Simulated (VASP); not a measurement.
Write the native input for VASP 6.6.1 that does the following.

```
Task                   : relaxation of cell and atoms
Functional             : PBE
Potentials or basis    : VASP PAW PBE potentials, release 64 (S, Sn_d)
Cutoff                 : 600 eV
k mesh                 : 12 × 12 × 1
Occupations            : gaussian, width 0.03 eV
Spin                   : no spin polarisation
Further INCAR settings : ALGO = Normal; EDIFF = 1e-06; IBRION = 2; EDIFFG = -0.01; NSW = 90; ISIF = 3
```

The structure of SnS2 lies in POSCAR:

```
SnS2
1.0
    3.6390000000      0.0000000000      0.0000000000
   -1.8195000000      3.1514664400      0.0000000000
    0.0000000000      0.0000000000     26.8020000000
S Sn
4 2
Direct
    0.6666666700      0.3333333300      0.3357958400
    0.3333333300      0.6666666700      0.4452652800
    0.6666666700      0.3333333300      0.5547347200
    0.3333333300      0.6666666700      0.6642041600
    0.0000000000      0.0000000000      0.3905305600
    0.0000000000      0.0000000000      0.6094694400
```

One way to write it, as run:

INCAR

```
SYSTEM = SnS2
  ALGO = Normal
  EDIFF = 1E-6
  EDIFFG = -0.01
  ENCUT = 600
  GGA = PE
  IBRION = 2
  ISIF = 3
  ISMEAR = 0
  KPAR = 2
  LASPH = .True.
  LATTICE_CONSTRAINTS = .TRUE. .TRUE. .FALSE.
  LCHARG = .False.
  LREAL = .False.
  LWAVE = .False.
  NELM = 80
  NSW = 90
  PREC = Accurate
  SIGMA = 0.03
```

KPOINTS

```
k-points
0
Gamma
  12 12 1
  0 0 0
```

Potentials or basis: VASP PAW PBE potentials, release 64 (S, Sn_d).

Run with:

```bash
$ cat potpaw_PBE.64/S/POTCAR potpaw_PBE.64/Sn_d/POTCAR > POTCAR
$ mpirun -np 2 vasp_std > vasp.out
```

It gave:

The relaxed volume is 52.95 Å³/atom, the relaxed cell is a = 3.700 Å, b = 3.700 Å, c = 26.802 Å, α = 90.00°, β = 90.00°, γ = 120.00° and the space group after relaxing (to 0.05 Å) is P-3m1 (No. 164). The energy gained by relaxing is 18.5 meV/atom and the ionic steps are 57. The largest force after relaxing is 0.008 eV/Å and the band gap on the k mesh is 1.54 eV, indirect (least direct gap 1.77 eV).

Caveat: spin-orbit coupling is left out, which moves the levels of the heavy elements; without dispersion, layers of such crystals drift apart on relaxing, which shifts levels and gaps; volumes and pressures include the vacuum.

It took 35 min on 2 MPI ranks on Intel(R) Xeon(R) 6975P-C (Granite Rapids), on a shared host, peak memory 0.59 GiB a rank.
